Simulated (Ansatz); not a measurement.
An axial Ising model for the polytypes of ZnS

These are results of Ansatz, DFT PBE, scalar-relativistic, plane waves, PAW, not measurements.

Cutoff 420 eV, Γ-centred meshes of like density (12×12×4 for the 6-atom cell), Gaussian smearing of 0.02 eV, energies at zero smearing and 0 K, each start's symmetry kept, no spin polarisation.

Close-packed stackings of ZnS (double layers of a tetrahedral net) were relaxed in cell and atoms. Energies are per layer, over the stacking AB. Give each step between layers a spin, σ = +1 for A→B, B→C, C→A and −1 for the reverse, and write the energy per layer as E = E₀ − J₁⟨σᵢσᵢ₊₁⟩ − J₂⟨σᵢσᵢ₊₂⟩.

```tsv
stacking	⟨σᵢσᵢ₊₁⟩	⟨σᵢσᵢ₊₂⟩	E − E(AB) (meV/layer)
AB	-1	1	0
ABC	1	1	-5.7
ABCB	0	-1	-3.0
ABCACB	0.333	-0.333	-3.9
```

Problem. Fit J₁ and J₂, and predict the energy of ABCAB.

Solution. Over AB the model reads ΔE = −J₁(⟨σᵢσᵢ₊₁⟩ + 1) − J₂(⟨σᵢσᵢ₊₂⟩ − 1). Least squares on the 3 rows under AB gives J₁ = 2.85 and J₂ = -0.07 meV, with a residual of 0.01 meV rms. For ABCAB the averages are 0.2 and 0.2, so ΔE = -3.5 meV a layer; the calculation gives -3.5. The two couplings carry this family well.

Problem. Which of AB, ABC, ABAC and ABCACB does the model put lowest, and what do isolated faults cost in ABC stacking?

Solution. Over AB the four lie at 0, −2J₁, −J₁ + 2J₂ and (4/3)(J₂ − J₁): AB 0.0, ABC -5.7, ABAC -3.0, ABCACB -3.9 meV a layer, so ABC is lowest. A fault turns some spins; counting the pairs that change sign and dividing by the area of a layer's cell, (√3/2)a² = 12.82 Å² with the cells' mean a = 3.848 Å (1 meV/Å² = 16.02 mJ/m²): intrinsic stacking fault 4(J₁ + J₂) = 11.1 meV, 14 mJ/m²; extrinsic fault 4(J₁ + 2J₂) = 10.8 meV, 14 mJ/m²; twin boundary 2(J₁ + 2J₂) = 5.4 meV, 7 mJ/m². These are model values: no fault cell was computed here.

Among the stackings computed, cubic ABC is lowest, in line with zinc blende being the stable low-temperature form of ZnS, and the energy falls steadily as the share of parallel neighbouring spins grows. All these stackings have the same tetrahedral nearest-neighbour bonding, so the differences come from more distant contacts. An antiparallel pair makes the bonds across a layer eclipsed rather than staggered, which brings some Zn and S closer together. The electrostatic gain from this favours wurtzite in more ionic compounds; in ZnS it is probably just outweighed by the covalent and repulsive preference for the staggered form.

J₁ therefore carries nearly all of the energy, while J₂ is close to the rounding of the tabulated values, so the small gap between intrinsic and extrinsic faults has little meaning. ABCAB is the only real test of the fit, since ABAC is ABCB with a shifted origin. The small couplings suggest easy faulting and fit the known polytypism of ZnS, though which long-period polytype forms may depend on growth kinetics.
